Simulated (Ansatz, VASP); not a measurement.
# ZrS: VASP beside Ansatz

Contents of INCAR:

```
PREC     = Accurate       # precision mode
ENCUT    = 520            # plane-wave cutoff, eV
EDIFF    = 1E-7           # SCF threshold, eV
ISMEAR   = -1             # smearing method
SIGMA    = 0.05           # smearing width, eV
LREAL    = False          # projectors in reciprocal space
LASPH    = True           # aspherical terms in the spheres
NELM     = 80             # most SCF steps
ALGO     = Normal         # electronic algorithm
ISIF     = 2              # what is computed and relaxed
LWAVE    = False          # write WAVECAR
LCHARG   = False          # write CHGCAR
GGA      = PS             # functional
NBANDS   = 16             # bands
```

The input KPOINTS:

```
Automatic mesh
0
Gamma
  9 9 9
```

The input POSCAR:

```
ZrS
1.0
    0.0000000000      2.6423846126      2.6423846126
    2.6423846126      0.0000000000      2.6423846126
    2.6423846126      2.6423846126      0.0000000000
Zr S
1 1
Direct
    0.0000000000      0.0000000000      0.0000000000
    0.5000000000      0.5000000000      0.5000000000
```

The input input.yaml:

```yaml
crystal:
  lattice:
    - [0.0, 2.6423846126, 2.6423846126]
    - [2.6423846126, 0.0, 2.6423846126]
    - [2.6423846126, 2.6423846126, 0.0]
  atoms:
    - { symbol: Zr, position: [0.0, 0.0, 0.0] }
    - { symbol: S, position: [0.5, 0.5, 0.5] }
hamiltonian:
  xc: pbesol
  pseudopotentials: { kind: paw }
kpoints:
  mp_grid: { grid: [9, 9, 9] }
scf:
  occupations: { method: fermi_dirac, width: 0.05 }
output:
  forces: true
  stress: true
  eigenvalues: true
  write_density: true
  write_potential: true
  elf: true
  volumetric_format: npy
```

Change from the starting cell: volume scaled by 1.02.

Alike in both runs: task single point; functional PBEsol; k mesh 9 × 9 × 9; occupations fermi-dirac, width 0.05 eV; no spin polarisation.

|  | VASP | Ansatz |
| --- | --- | --- |
| version | VASP 6.6.1 | Ansatz 0.2.0 |
| potentials or method | VASP PAW PBE potentials, release 64 (Zr_sv, S) | Ansatz PAW |
| plane-wave cutoff (eV) | 520 | 420 |
| valence electrons in the cell | 18 | 18 |

```tsv
	VASP	Ansatz	Ansatz less VASP
gap on the k mesh at the Fermi level (eV)	none	none	-
pressure (GPa)	-8.5	-8.7	-0.18
```

A gap of «none» marks a metal or a gap that the smearing closes.

Caveats: the PAW data sets were made with another functional, which shifts forces and pressure a little (VASP); the PAW data sets come from PBE, with cores solved anew for the run's functional, which leaves a small shift of forces and pressure (Ansatz).
